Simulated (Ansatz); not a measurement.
**Convergence of Hf**

```
Hf
1.0
     0.00000    2.22000    2.22000
     2.22000    0.00000    2.22000
     2.22000    2.22000    0.00000
Hf
1
Direct
  0.00000 0.00000 0.00000
```

The conventional cell has a = 4.440 Å, b = 4.440 Å, c = 4.440 Å, α = 90.00°, β = 90.00°, γ = 90.00°. Around Hf (atom 1) lie 12 Hf at 3.14 Å.

The cell is COD entry 1534929, as deposited and not checked against the literature; nothing was relaxed.

Spin–orbit coupling is left out, though it moves levels of the heavy atoms by tenths of an eV or more.

The calculation used Ansatz 0.2.0, DFT, PBE, all-electron LAPW, scalar-relativistic.

Settings: a Γ-centred 13×13×13 k mesh, Fermi–Dirac smearing of 0.03 eV, basis error target 1 meV/atom, no spin polarisation. One setting is then changed at a time.

```tsv
filling	energy at zero smearing less the base's (meV/atom)	P (GPa)	cutoff chosen (eV)
Fermi–Dirac 0.03 eV (base)	0.0	3.28	211
tetrahedron	?	–	211
Gaussian 0.2 eV	-0.1	3.40	211
Fermi–Dirac 0.15 eV	-0.4	3.69	211
Fermi–Dirac 0.28 eV	-8.1	?	211
Methfessel–Paxton 0.2 eV	-0.5	3.27	211
```

Task: Fill in "P (GPa)" for the row "Fermi–Dirac 0.28 eV".

Result: 4.56.

Task: Fill in "energy at zero smearing less the base's (meV/atom)" for the row "tetrahedron".

Result: 0.5.
